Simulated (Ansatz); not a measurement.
**Two Ansatz runs on Re**

The cell is a database entry far from equilibrium at this level of theory, probably a faulty or high-pressure entry; it serves as a test geometry alone. The listed cell was then made from it by scaling, straining or moving an atom.

First run: DFT, PBE, all-electron PAW with datasets made for the crystal, scalar-relativistic (Ansatz 0.2.0).

Command: `ansatz run input.yaml --threads 1 --pin off --max-ram 2048MiB --backend cpu --events-out ev --progress --plain --runs-dir out` The run took 65 s on 1 thread of Arm Neoverse V1 (shared host), peak memory 1.3 GiB.

```yaml
crystal:
  lattice:
    - [2.5647146349, 0.0, 0.0]
    - [-1.2823573174, 2.2211080272, 0.0]
    - [0.0, 0.0, 4.28686]
  atoms:
    - { symbol: Re, position: [0.3333333333, 0.6666666667, 0.25] }
    - { symbol: Re, position: [0.6666666667, 0.3333333333, 0.75] }
kpoints:
  mp_grid: { grid: [18, 18, 10] }
scf:
  occupations: { method: fermi_dirac, width: 0.05 }
hamiltonian:
  xc: pbe
  pseudopotentials: { kind: all_electron, datasets: crystal }
output:
  forces: true
  stress: true
  eigenvalues: true
  efg: { contact_densities: true }
```

Result: converged; pressure 115.0 GPa; no gap on the k mesh; 8 SCF iterations.

No spin–orbit coupling, which matters for the heavy atoms here.

A second input differs as follows:

```diff
@@ -8,7 +8,8 @@
     - { symbol: Re, position: [0.6666666667, 0.3333333333, 0.75] }
 kpoints:
-  mp_grid: { grid: [18, 18, 10] }
+  mp_grid: { grid: [1, 1, 1] }
 scf:
   occupations: { method: fermi_dirac, width: 0.05 }
+  max_iter: 75
 hamiltonian:
   xc: pbe
```

Task: What is wrong with it, and what does the program do?

Result: The fault is one k-point for a small cell. The run converged; energy at zero smearing +4791.3 meV/atom from the first run; pressure 278.8 GPa; no gap on the k mesh; 16 SCF iterations. Such numbers aren't properties of the crystal. The log ends:
```
      238.383860       0.000000       0.000000
        0.000000     238.383860       0.000000
        0.000000       0.000000     359.614339
  P = ⅓ Tr σ = 278.7940 GPa (2787.940 kbar)
  It holds what live shells' own plane waves past their cutoff add
--- PAW observables at the nuclei: V_zz in 10²¹ V/m², potentials from the cell's mean, atoms counted from 1 ---
  atom   1  Re V_zz =    +8.785022   η = 0.0000   by run symmetry: allowed
            electrostatic potential = -15153.186410 V   contact ρ = 9539097.809627 e/Å³
  atom   2  Re V_zz =    +8.785022   η = 0.0000   by run symmetry: allowed
            electrostatic potential = -15153.186410 V   contact ρ = 9539097.809627 e/Å³
--- Band table (eV) ---
  k-point 0: bands = ["-40.9210", "-40.6530", "-5.2595", "-3.0241", "-1.7109", "-1.7109", "-1.3997", "-1.3997", "26.7853", "30.5869", "35.4064", "36.9546", "36.9546", "38.0810", "38.0810", "38.0817", "38.2086", "38.2086", "42.1660"]
```
